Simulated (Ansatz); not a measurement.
# La under compression and expansion

```
La
1.0
     0.00000    2.64800    2.64800
     2.64800    0.00000    2.64800
     2.64800    2.64800    0.00000
La
1
Direct
  0.00000 0.00000 0.00000
```

The cell is COD entry 9008472, as deposited and not checked against the literature; nothing was relaxed.

Spin–orbit coupling is left out, though it moves levels of the heavy atoms by tenths of an eV or more.

Methods: DFT, PBE, all-electron LAPW, scalar-relativistic (Ansatz 0.2.0); DFT, PBE, PAW with Ansatz's default frozen-core files, scalar-relativistic (Ansatz 0.2.0).

For LAPW: a Γ-centred 11×11×11 k mesh, Fermi–Dirac smearing of 0.05 eV, basis error target 0.25 meV/atom, no spin polarisation. PAW takes a cutoff of 420 eV at this cell. The Ansatz runs share mesh, smearing and spin set-up. Plane-wave (PAW) pressures include the program's estimate of the Pulay term.

The cell above is scaled evenly, with fractional coordinates and shape held.

```json
{"V/V(cell)": "0.9600", "V (Å³/atom)": "35.650", "P, LAPW (GPa)": "1.05", "P, PAW (GPa)": "1.02"}
{"V/V(cell)": "0.9800", "V (Å³/atom)": "36.392", "P, LAPW (GPa)": "?", "P, PAW (GPa)": "?"}
{"V/V(cell)": "1.0000", "V (Å³/atom)": "37.135", "P, LAPW (GPa)": "-0.09", "P, PAW (GPa)": "-0.13"}
{"V/V(cell)": "1.0200", "V (Å³/atom)": "37.878", "P, LAPW (GPa)": "-0.60", "P, PAW (GPa)": "-0.63"}
{"V/V(cell)": "1.0400", "V (Å³/atom)": "38.620", "P, LAPW (GPa)": "-1.06", "P, PAW (GPa)": "-1.09"}
```

Q: Fill in the row V/V(cell) = 0.9800.

A: P, LAPW (GPa) = 0.46, P, PAW (GPa) = 0.42.

Q: What do Birch–Murnaghan fits to the pressures give?

A: LAPW: V0 = 37.00 Å³/atom, B0 = 27 GPa, B0′ = 3.2; PAW: V0 = 36.96 Å³/atom, B0 = 27 GPa, B0′ = 3.2.

PAW's V0 lies -0.12 % from the all-electron value and its B0 0.0 %. Symmetry fixes shape and coordinates here, so this is the relaxed modulus.
